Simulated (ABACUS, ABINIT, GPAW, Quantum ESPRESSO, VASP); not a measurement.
# GaAs: equilibrium volume by level of theory

**What was measured.** The equilibrium volume of GaAs (F-43m) is reported as 22.58 Å³/atom at 300 K (pmc:10405594, doi:10.1107/S1600576723004302). The runs below try to reproduce it.

It takes space group F-43m (No. 216, cubic). The conventional cell has a = 5.654 Å, b = 5.654 Å, c = 5.654 Å, α = 90.00°, β = 90.00°, γ = 90.00°. As (site symmetry -43m) is surrounded by 4 Ga at 2.45 Å. Around Ga (site symmetry -43m) lie 4 As at 2.45 Å.

| rung | level | program and potentials | cutoff (eV) | k mesh | smearing | task | equilibrium volume (Å³/atom) | miss | notes |
| --- | --- | --- | --- | --- | --- | --- | --- | --- | --- |
| GGA | AM05 | VASP, PBE PAW files As, Ga_d, 600 eV | 600 | 8 × 8 × 8 | fermi-dirac 0.05 | relaxation of cell and atoms | 22.79 | +0.9 % | potentials made for PBE; 9 valence electrons an atom on average |
| GGA | B86bPBE | ABACUS, SPMS ONCV 1.0 PBE, plane waves | 1143 | 6 × 6 × 6 | fermi-dirac 0.05 | relaxation of cell and atoms | 23.95 | +6.1 % | potentials made for PBE; 14 valence electrons an atom on average |
| GGA + dispersion | BLYP+D3(BJ) | VASP, PBE PAW files As, Ga_d, 600 eV | 600 | 8 × 8 × 8 | fermi-dirac 0.05 | relaxation of cell and atoms | 23.02 | +1.9 % | potentials made for PBE; 9 valence electrons an atom on average |
| GGA | PBE | ABACUS, SPMS ONCV 1.0 PBE, plane waves | 1143 | 6 × 6 × 6 | fermi-dirac 0.05 | relaxation of cell and atoms | 23.77 | +5.3 % | 14 valence electrons an atom on average |
| GGA | PBE | VASP, PBE PAW files As, Ga_h, 900 eV | 900 | 8 × 8 × 8 | fermi-dirac 0.05 | relaxation of cell and atoms | 23.75 | +5.2 % | 9 valence electrons an atom on average |
| GGA | PBEsol | ABINIT, JTH PAW PBE v2.0 | 463 | 6 × 6 × 6 | fermi-dirac 0.05 | relaxation of cell and atoms | 22.68 | +0.4 % | potentials made for PBE; 14 valence electrons an atom on average |
| GGA | WC | GPAW, PAW data sets generated for this functional | 600 | 8 × 8 × 8 | fermi-dirac 0.05 | equation of state | 22.99 | +1.8 % | - |
| GGA + dispersion | revPBE+D3(BJ) | GPAW, the program's PAW data sets (release 1.2.1) made for this functional | 600 | 8 × 8 × 8 | fermi-dirac 0.05 | equation of state | 22.88 | +1.3 % | - |
| non-local van der Waals functional | optPBE-vdW | VASP, PBE PAW files As, Ga_d, 600 eV | 600 | 8 × 8 × 8 | fermi-dirac 0.05 | relaxation of cell and atoms | 24.08 | +6.6 % | potentials made for PBE; 9 valence electrons an atom on average |
| non-local van der Waals functional | rev-vdW-DF2 | Quantum ESPRESSO, PseudoDojo 0.4.1 SR PBE standard | 1143 | 8 × 8 × 8 | fermi-dirac 0.05 | equation of state | 23.10 | +2.3 % | potentials made for PBE |
| meta-GGA | r2SCAN | VASP, PBE PAW files As, Ga_d, 600 eV | 600 | 8 × 8 × 8 | gaussian 0.05 | relaxation of cell and atoms | 22.77 | +0.8 % | potentials made for PBE; 9 valence electrons an atom on average |
| hybrid | PBE0 | VASP, PBE PAW files As, Ga_d, 600 eV | 600 | 4 × 4 × 4 | fermi-dirac 0.05 | relaxation of cell and atoms | 22.88 | +1.3 % | coarse mesh; potentials made for PBE; 9 valence electrons an atom on average |

All rows: no spin polarisation. Smearing widths are in eV. Meshes differ between rows, which moves values too. Meshes are those of the run's cell of 2 atoms unless a note names another. Relaxations start from the cell shown or near it and stop with a little pressure left. Misses use the values as printed. Runs on faulty files, with rough fits or with known faults for this quantity aren't shown. No row holds spin-orbit coupling.

By rung: GGA 22.68 to 23.95; GGA + dispersion 22.88 to 23.02; non-local van der Waals functional 23.10 to 24.08; meta-GGA 22.77; hybrid on coarse meshes 22.88 (Å³/atom). Measured: 22.58 Å³/atom at 300 K (pmc:10405594, doi:10.1107/S1600576723004302). Closest, coarse meshes and atomic bases left aside, is PBEsol (+0.4 %). The runs are for a static lattice, while measurements hold temperature and zero-point motion.
